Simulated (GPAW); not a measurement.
Runs of GPAW 26.7.0 on Sb. Symmetry: Fm-3m, No. 225, cubic system. The conventional cell has a = 4.742 Å, b = 4.742 Å, c = 4.742 Å, α = 90.00°, β = 90.00°, γ = 90.00°. Sb (site symmetry m-3m) is surrounded by 12 Sb at 3.35 Å. This isn't the form of Sb at room conditions, which is rhombohedral.

```tsv
task	level	potentials or basis	cell	band path	band points	gap on the mesh (eV)	pressure (GPa)	V0 of scaled cells (Å³/atom)	B0 (GPa)
equation of state	LDA	the program's PAW data sets (release 1.2.1) made for this functional, pw	as given	-	-	-	-	25.56	65
equation of state	PBEsol	PAW data sets generated in the run's folder for this functional, pw	as given	-	-	-	-	26.01	(a)
band structure	PBEsol	PAW data sets generated in the run's folder for this functional, pw	as given	GXWKGLUWLK,UX	100	-	-1.5	-	-
single point	PBEsol	PAW data sets generated in the run's folder for this functional, pw	cell strained at random at fixed volume	-	-	none	-1.7	-	-
single point	PBEsol	PAW data sets generated in the run's folder for this functional, pw	as given	-	-	none	-1.5	-	-
```

Alike in all rows: no spin polarisation; k mesh 10 × 10 × 10; cutoff (eV) 600; smearing fermi-dirac 0.05 eV.

Task: Estimate the missing entries.

Result: (a) 63.

Caveats: spin-orbit coupling is left out, which moves the levels of the heavy elements (some runs).

A k mesh can miss the band edges, and the runs leave out spin-orbit coupling on Sb.

A gap of «none» marks a metal or a gap under the smearing width.
